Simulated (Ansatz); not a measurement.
**Bi: relaxation of cell and atoms with m-r2SCAN**

The system is Bi.

```
CELL_PARAMETERS angstrom
-1.98143 1.98143 1.98143
1.98143 -1.98143 1.98143
1.98143 1.98143 -1.98143
ATOMIC_POSITIONS crystal
Bi 0.00000 0.00000 0.00000
```

This isn't the form of Bi at room conditions, which is rhombohedral.

* Program: Ansatz 0.2.0
* Task: relaxation of cell and atoms
* Functional: m-r2SCAN
* Potentials or basis: Ansatz PAW
* Cutoff: 500 eV (not typed: the program's choice for these potentials)
* k mesh: 9 × 9 × 9
* Occupations: fermi-dirac, width 0.05 eV
* Spin: no spin polarisation

The relaxed volume is 31.17 Å³/atom and the relaxed cell is a = 3.434 Å, b = 3.434 Å, c = 3.434 Å, α = 109.47°, β = 109.47°, γ = 109.47°. The space group after relaxing (to 0.05 Å) is Im-3m (No. 229). The energy gained by relaxing is 0.0 meV/atom. The ionic steps are 3 and the pressure after relaxing is 0.0 GPa.

Final structure:
```yaml
crystal:
  lattice:
    - [-1.98263, 1.98263, 1.98263]
    - [1.98263, -1.98263, 1.98263]
    - [1.98263, 1.98263, -1.98263]
  atoms:
    - { symbol: Bi, position: [0.00000, 0.00000, 0.00000] }
```

Run time: 3.2 s on 2 threads of Arm Neoverse V1, on a shared host, peak memory 0.37 GiB.

Caveat: the plane-wave basis is chosen anew once the cell has moved, so the energies of steps on either side of that aren't comparable; the PAW data sets come from PBE, with cores solved anew for the run's functional, which leaves a small shift of forces and pressure.
